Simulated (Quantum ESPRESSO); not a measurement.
The system is CuO (Tenorite).

```
CELL_PARAMETERS angstrom
2.34465 -1.71340 0.00000
2.34465 1.71340 0.00000
-0.86055 0.00000 5.05944
ATOMIC_POSITIONS crystal
Cu 0.49680 0.00320 0.50000
Cu 0.00320 0.49680 0.00000
O 0.40560 0.57140 0.75370
O 0.57140 0.40560 0.25370
```

Base run:

- Program: Quantum ESPRESSO 7.5
- Functional: PBEsol
- Potentials or basis: GBRV 1.5 PBEsol
- Cutoff: 762 eV
- Density cutoff: 6095 eV
- k mesh: 10 × 10 × 5
- Occupations: fermi-dirac, width 0.05 eV
- Spin: no spin polarisation

Its results: band gap on the k mesh none (metal or under the smearing width); pressure -2.2 GPa; largest force 0.763 eV/Å.

The run is repeated on the same cell with these changes: functional from PBEsol to LDA; potentials or basis from GBRV 1.5 PBEsol to GBRV 1.5 LDA. What comes out?

Band gap on the k mesh none (metal or under the smearing width); pressure -8.7 GPa; largest force 0.793 eV/Å.

Caveats: the run has no spin polarisation, though such a crystal can be magnetic; semilocal functionals often make such compounds metallic where correlation or magnetic order opens a gap, which also shifts bond lengths.
